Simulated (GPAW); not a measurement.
# LiH (Fm-3m) in GPAW: notebook, part 2 of 2

GPAW 26.7.0. The steps go on from the part before.

## (3) Relaxation of cell and atoms, PBEsol, target pressure 2 GPa, at which the enthalpy is minimised

Contents of run.py:

```python
from ase import Atoms
from ase.filters import FrechetCellFilter
from ase.io import write
from ase.optimize import BFGS
from ase.units import GPa
from gpaw import GPAW, PW, setup_paths

setup_paths.insert(0, '.')

atoms = Atoms(['Li', 'H'],
              cell=[[0.0, 2.03675, 2.03675],
                    [2.03675, 0.0, 2.03675],
                    [2.03675, 2.03675, 0.0]],
              scaled_positions=[[0.0, 0.0, 0.0],
                                [0.5, 0.5, 0.5]],
              pbc=True)

calc = GPAW(mode=PW(800),
            xc='PBEsol',
            kpts={'size': (11, 11, 11), 'gamma': True},
            occupations={'name': 'fermi-dirac', 'width': 0.05},
            nbands=8,
            convergence={'density': 1e-05, 'forces': 0.0001},
            maxiter=150,
            txt='gpaw.txt')
atoms.calc = calc
opt = BFGS(FrechetCellFilter(atoms, scalar_pressure=2 * GPa), trajectory='relax.traj', logfile='-')
done = opt.run(fmax=0.02, steps=60)
calc.write('gs.gpw')
write('result.traj', atoms)
print('Converged:', done)
print('Cell:', atoms.cell.cellpar().round(4))
print('Volume:', round(atoms.get_volume(), 4))
print(atoms.get_scaled_positions().round(5))
```

Potentials or basis: PAW data sets generated in the run's folder for this functional, pw.

Run with:

```bash
$ gpaw-setup -f PBEsol H Li
$ OMP_NUM_THREADS=1 python run.py
```

gpaw.txt:

```text
__  _  _
 | _ |_)|_||  |
 |__||  | ||/\| - 26.7.0

Input parameters:
  mode=PW(ecut=800.0),
  convergence={'density': 1e-05, 'forces': 0.0001},
  kpts=MonkhorstPack(size=(11, 11, 11), gamma=True),
  maxiter=150,
  nbands=8,
  occupations=Occupations(name='fermi-dirac', width=0.05),
  xc=XC(name='PBEsol')

Diagonalizing LCAO Hamiltonian
Converting LCAO to pw mode

              H

       Li

Atoms  # Å, Bohr magnetons
|   | symbol |        x |        y |        z |    initial magnetic moments |
|---|--------|----------|----------|----------|-----------------------------|
| 0 |     Li | 0.000000 | 0.000000 | 0.000000 | ( 0.0000,  0.0000,  0.0000) |
| 1 |      H | 2.036750 | 2.036750 | 2.036750 | ( 0.0000,  0.0000,  0.0000) |

Unit cell  # Å
| periodic |        x |        y |        z |  lengths |    angles |
|----------|----------|----------|----------|----------|-----------|
|      yes | 0.000000 | 2.036750 | 2.036750 | 2.880399 | 60.000000 |
|      yes | 2.036750 | 0.000000 | 2.036750 | 2.880399 | 60.000000 |
|      yes | 2.036750 | 2.036750 | 0.000000 | 2.880399 | 60.000000 |

Number of symmetries: 48
Symmetry operations  # r_c * U_cc + t_c -> r_c
|    | kind |            matrix            |
|----|------|------------------------------|
|  0 |  σ   |  1, 0, 0,  1, 0,-1,  1,-1, 0 |
|  1 |  C2  |  1, 0, 0,  1,-1, 0,  1, 0,-1 |
|  2 |  E   |  1, 0, 0,  0, 1, 0,  0, 0, 1 |
|  3 |  σ   |  1, 0, 0,  0, 0, 1,  0, 1, 0 |
|  4 |  C4  |  1, 0,-1,  1, 0, 0,  1,-1, 0 |
|  5 |  S6  |  1, 0,-1,  1,-1, 0,  1, 0, 0 |
|  6 |  σ   |  1, 0,-1,  0, 1,-1,  0, 0,-1 |
[... 512 lines left out ...]
|      yes | 1.955133 | 1.955133 | 0.000000 | 2.764976 | 60.000000 |

Number of symmetries: 48
Symmetry operations  # r_c * U_cc + t_c -> r_c
|    | kind |            matrix            |
|----|------|------------------------------|
|  0 |  σ   |  1, 0, 0,  1, 0,-1,  1,-1, 0 |
|  1 |  C2  |  1, 0, 0,  1,-1, 0,  1, 0,-1 |
|  2 |  E   |  1, 0, 0,  0, 1, 0,  0, 0, 1 |
|  3 |  σ   |  1, 0, 0,  0, 0, 1,  0, 1, 0 |
|  4 |  C4  |  1, 0,-1,  1, 0, 0,  1,-1, 0 |
|  5 |  S6  |  1, 0,-1,  1,-1, 0,  1, 0, 0 |
|  6 |  σ   |  1, 0,-1,  0, 1,-1,  0, 0,-1 |
|  7 |  C3  |  1, 0,-1,  0, 0,-1,  0, 1,-1 |
|  8 |  S6  |  1,-1, 0,  1, 0, 0,  1, 0,-1 |
[... 170 lines left out ...]
SCF iterations
|iter     | |      energy | eigst |  dens |force |
|---------|-|-------------|-------|-------|------|
|iter:   1| |   -6.220316 | -1.13 |       |      |
|iter:   2| |   -6.220125 | -5.81 | -1.49 |      |
|iter:   3| |   -6.219198 | -3.55 | -1.51 |      |
|iter:   4| |   -6.219305c| -4.63 | -2.22 |      |
|iter:   5| |   -6.219322c| -6.05 | -3.05 |      |
|iter:   6| |   -6.219323c| -7.94c| -3.97 |      |
|iter:   7| |   -6.219323c| -8.51c| -4.87 |      |
|iter:   8| |   -6.219323c| -9.09c| -5.34c|      |
|iter:   9| |   -6.219323c|-10.38c| -7.13c|-25.69c|

Converged in 9 steps
Energy contributions relative to reference atoms: (reference = -213.280286)

Energy contributions:
  Kinetic:           6.943908
  Coulomb:          -6.801656
  Zero:              0.001114
  External:          0.000000
  Xc:               -6.362688
  Entropy:          -0.000000
  Spinorbit:         0.000000
  ----------------------------
  Free energy:      -6.219323
  Extrapolated:     -6.219323
[... 16 lines left out ...]
Gap: 2.894 eV
Transition (v -> c):
  (s=0, k=49, n=0, [0.45, 0.45, -0.09]) -> (s=0, k=49, n=1, [0.45, 0.45, -0.09])
No difference between direct/indirect transitions

Stress tensor  # eV/Ang^3
|         x |         y |         z |
|-----------|-----------|-----------|
| -0.014729 | -0.000000 |  0.000000 |
| -0.000000 | -0.014729 |  0.000000 |
|  0.000000 |  0.000000 | -0.014729 |

Forces  # eV/Ang
|       x |        y |        z |
|---------|----------|----------|
| 0.00000 | -0.00000 |  0.00000 |  # Li   0
| 0.00000 | -0.00000 | -0.00000 |  # H    1

# Writing to gs.gpw (mode='')
```

stdout:

```text
Step          Energy          fmax
BFGS:    0       -6.007346        0.219344
BFGS:    1       -6.009361        0.210941
BFGS:    2       -6.032737        0.016786
Converged: True
Cell: [ 2.765  2.765  2.765 60.    60.    60.   ]
Volume: 14.9472
[[0.  0.  0. ]
 [0.5 0.5 0.5]]
```

Run time: 16 s. Hardware: 1 thread of Arm Neoverse V2, shared host; peak memory 0.16 GiB.

What came out:

```
Free energy                                            : -6.2193 eV
Relaxed volume                                         : 7.47 Å³/atom
Relaxed cell                                           : a = 2.765 Å, b = 2.765 Å, c = 2.765 Å, α = 60.00°, β = 60.00°, γ = 60.00°
Space group after relaxing (to 0.05 Å)                 : Fm-3m (No. 225)
Energy change on relaxing (the enthalpy is what falls) : -0.5 meV/atom
Ionic steps                                            : 3
Pressure after relaxing                                : 2.4 GPa
Band gap on the k mesh                                 : 2.89 eV, direct
```

The path:
| step | energy change (eV) | largest force (eV/Å) | pressure (GPa) | volume (Å³) |
| --- | --- | --- | --- | --- |
| 1 | 0.0000 | 0.0000 | -2.16 | 16.90 |
| 2 | -0.0010 | 0.0000 | -2.02 | 16.82 |
| 3 | -0.0010 | 0.0000 | 2.36 | 14.95 |

Final structure:
```
Li H
1.0
     0.00000    1.95513    1.95513
     1.95513    0.00000    1.95513
     1.95513    1.95513    0.00000
Li H
1 1
Direct
  0.00000 0.00000 0.00000
  0.50000 0.50000 0.50000
```

Levels at points of the mesh, in eV from the valence-band top:
```tsv
k point	band 1	band 2	band 3	band 4
(0.00, 0.00, 0.00)	-5.79	17.13	18.61	18.61
```

Caveat: the data sets keep Ga 3d, Li 1s and Be 1s frozen, and some such compounds lay over 1.5 % in volume off other programs; later steps reuse the first step's grids; an odd mesh through Γ misses points on the zone boundary, where band edges often lie.

## (4) Relaxation of cell and atoms, PBEsol, target pressure 5 GPa, at which the enthalpy is minimised

Edit run.py of step 3 so:

```diff
@@ -26,3 +26,3 @@
 atoms.calc = calc
-opt = BFGS(FrechetCellFilter(atoms, scalar_pressure=2 * GPa), trajectory='relax.traj', logfile='-')
+opt = BFGS(FrechetCellFilter(atoms, scalar_pressure=5 * GPa), trajectory='relax.traj', logfile='-')
 done = opt.run(fmax=0.02, steps=60)
```

Potentials or basis: PAW data sets generated in the run's folder for this functional, pw.

Run with:

```bash
$ gpaw-setup -f PBEsol H Li
$ OMP_NUM_THREADS=1 python run.py
```

gpaw.txt:

```text
__  _  _
 | _ |_)|_||  |
 |__||  | ||/\| - 26.7.0

Input parameters:
  mode=PW(ecut=800.0),
  convergence={'density': 1e-05, 'forces': 0.0001},
  kpts=MonkhorstPack(size=(11, 11, 11), gamma=True),
  maxiter=150,
  nbands=8,
  occupations=Occupations(name='fermi-dirac', width=0.05),
  xc=XC(name='PBEsol')

Diagonalizing LCAO Hamiltonian
Converting LCAO to pw mode

              H

       Li

Atoms  # Å, Bohr magnetons
|   | symbol |        x |        y |        z |    initial magnetic moments |
|---|--------|----------|----------|----------|-----------------------------|
| 0 |     Li | 0.000000 | 0.000000 | 0.000000 | ( 0.0000,  0.0000,  0.0000) |
| 1 |      H | 2.036750 | 2.036750 | 2.036750 | ( 0.0000,  0.0000,  0.0000) |

Unit cell  # Å
| periodic |        x |        y |        z |  lengths |    angles |
|----------|----------|----------|----------|----------|-----------|
|      yes | 0.000000 | 2.036750 | 2.036750 | 2.880399 | 60.000000 |
|      yes | 2.036750 | 0.000000 | 2.036750 | 2.880399 | 60.000000 |
[... 973 lines left out ...]
SCF iterations
|iter     | |      energy | eigst |  dens |force |
|---------|-|-------------|-------|-------|------|
|iter:   1| |   -6.202159 | -2.56 |       |      |
|iter:   2| |   -6.202155 | -7.31 | -2.32 |      |
|iter:   3| |   -6.202140c| -5.26 | -2.35 |      |
|iter:   4| |   -6.202143c| -6.21 | -3.04 |      |
|iter:   5| |   -6.202144c| -7.51c| -3.89 |      |
|iter:   6| |   -6.202144c| -7.98c| -4.75 |      |
|iter:   7| |   -6.202144c| -9.10c| -5.80c|      |
|iter:   8| |   -6.202144c|-10.30c| -6.16c|-25.82c|

Converged in 8 steps
Energy contributions relative to reference atoms: (reference = -213.280286)

Energy contributions:
  Kinetic:           7.669077
  Coulomb:          -7.276045
  Zero:              0.001169
  External:          0.000000
  Xc:               -6.596345
  Entropy:          -0.000000
  Spinorbit:         0.000000
  ----------------------------
  Free energy:      -6.202144
  Extrapolated:     -6.202144
[... 16 lines left out ...]
Gap: 2.852 eV
Transition (v -> c):
  (s=0, k=49, n=0, [0.45, 0.45, -0.09]) -> (s=0, k=49, n=1, [0.45, 0.45, -0.09])
No difference between direct/indirect transitions

Stress tensor  # eV/Ang^3
|         x |         y |         z |
|-----------|-----------|-----------|
| -0.030677 |  0.000000 |  0.000000 |
|  0.000000 | -0.030677 |  0.000000 |
|  0.000000 |  0.000000 | -0.030677 |

Forces  # eV/Ang
|        x |        y |        z |
|----------|----------|----------|
| -0.00000 | -0.00000 | -0.00000 |  # Li   0
|  0.00000 |  0.00000 |  0.00000 |  # H    1

# Writing to gs.gpw (mode='')
```

stdout:

```text
Step          Energy          fmax
BFGS:    0       -5.690933        0.377550
BFGS:    1       -5.696903        0.361780
BFGS:    2       -5.758788        0.040290
BFGS:    3       -5.759492        0.003766
Converged: True
Cell: [ 2.7171  2.7171  2.7171 60.     60.     60.    ]
Volume: 14.1841
[[0.  0.  0. ]
 [0.5 0.5 0.5]]
```

Wall time 21 s (1 thread of Arm Neoverse V2, shared host); peak memory 0.17 GiB.

What came out:

- Free energy: -6.2021 eV
- Relaxed volume: 7.09 Å³/atom
- Relaxed cell: a = 2.717 Å, b = 2.717 Å, c = 2.717 Å, α = 60.00°, β = 60.00°, γ = 60.00°
- Space group after relaxing (to 0.05 Å): Fm-3m (No. 225)
- Energy change on relaxing (the enthalpy is what falls): +8.1 meV/atom
- Ionic steps: 4
- Pressure after relaxing: 4.9 GPa
- Band gap on the k mesh: 2.85 eV, direct

The path:
```
step  energy change (eV)  largest force (eV/Å)  pressure (GPa)  volume (Å³)
   1              0.0000                0.0000           -2.16        16.90
   2             -0.0017                0.0000           -1.92        16.76
   3              0.0250                0.0000            5.93        13.92
   4              0.0161                0.0000            4.91        14.18
```

Final structure:
```xyz
2
Lattice="0.0000 1.9213 1.9213 1.9213 0.0000 1.9213 1.9213 1.9213 0.0000" Properties=species:S:1:pos:R:3 pbc="T T T"
Li    0.0000    0.0000    0.0000
H     1.9213    1.9213    1.9213
```

Caveat: the data sets keep Ga 3d, Li 1s and Be 1s frozen, and some such compounds lay over 1.5 % in volume off other programs; later steps reuse the first step's grids; the volume moved by over 15 % at a fixed basis, so the end points are rough; an odd mesh through Γ misses points on the zone boundary, where band edges often lie.

## (5) Relaxation of cell and atoms, PBEsol, target pressure 10 GPa, at which the enthalpy is minimised

Edit run.py of step 4 so:

```diff
@@ -26,3 +26,3 @@
 atoms.calc = calc
-opt = BFGS(FrechetCellFilter(atoms, scalar_pressure=5 * GPa), trajectory='relax.traj', logfile='-')
+opt = BFGS(FrechetCellFilter(atoms, scalar_pressure=10 * GPa), trajectory='relax.traj', logfile='-')
 done = opt.run(fmax=0.02, steps=60)
```

Run with:

```bash
$ gpaw-setup -f PBEsol H Li
$ OMP_NUM_THREADS=1 python run.py
```

Wall time 21 s (1 thread of Arm Neoverse V2, shared host); peak memory 0.17 GiB.

It converged, with:

```yaml
Free_energy: -6.1525 eV
Relaxed_volume: 6.54 Å³/atom
Relaxed_cell: a = 2.645 Å, b = 2.645 Å, c = 2.645 Å, α = 60.00°, β = 60.00°, γ = 60.00°
Space_group_after_relaxing_to_0.05_Å: Fm-3m (No. 225)
Energy_change_on_relaxing_the_enthalpy_is_what_falls: +32.9 meV/atom
Ionic_steps: 4
Pressure_after_relaxing: 9.8 GPa
Band_gap_on_the_k_mesh: 2.78 eV, direct
```

Step by step:
| step | energy change (eV) | largest force (eV/Å) | pressure (GPa) | volume (Å³) |
| --- | --- | --- | --- | --- |
| 1 | 0.0000 | 0.0000 | -2.16 | 16.90 |
| 2 | -0.0028 | 0.0000 | -1.74 | 16.67 |
| 3 | 0.0951 | 0.0000 | 12.13 | 12.65 |
| 4 | 0.0658 | 0.0000 | 9.76 | 13.08 |

Final structure:
```
CELL_PARAMETERS angstrom
0.00000 1.87022 1.87022
1.87022 0.00000 1.87022
1.87022 1.87022 0.00000
ATOMIC_POSITIONS crystal
Li 0.00000 0.00000 0.00000
H 0.50000 0.50000 0.50000
```

Levels at points of the mesh, in eV from the valence-band top:
| k point | band 1 | band 2 | band 3 | band 4 |
| --- | --- | --- | --- | --- |
| (0.00, 0.00, 0.00) | -6.30 | 19.06 | 20.08 | 20.08 |

Caveat: the data sets keep Ga 3d, Li 1s and Be 1s frozen, and some such compounds lay over 1.5 % in volume off other programs; later steps reuse the first step's grids; the volume moved by over 15 % at a fixed basis, so the end points are rough; an odd mesh through Γ misses points on the zone boundary, where band edges often lie. A hybrid or GW would open this gap; PBEsol tends to underestimate it.

## (6) Overview

| cell | target pressure | gap on the mesh (eV) | pressure (GPa) |
| --- | --- | --- | --- |
| relaxed | - | 2.93 | 0.1 |
| relaxed to 2 GPa | 2 GPa | 2.89 | 2.4 |
| relaxed to 5 GPa | 5 GPa | 2.85 | 4.9 |
| relaxed to 10 GPa | 10 GPa | 2.78 | 9.8 |

Alike in all rows: task relaxation of cell and atoms; level PBEsol; potentials or basis PAW data sets generated in the run's folder for this functional, pw; no spin polarisation; k mesh 11 × 11 × 11; cutoff (eV) 800; smearing fermi-dirac 0.05 eV.

Caveats: the data sets keep Ga 3d, Li 1s and Be 1s frozen, and some such compounds lay over 1.5 % in volume off other programs; later steps reuse the first step's grids; an odd mesh through Γ misses points on the zone boundary, where band edges often lie; the volume moved by over 15 % at a fixed basis, so the end points are rough (some runs).

Absolute energies hang on the potentials; compare differences alone.
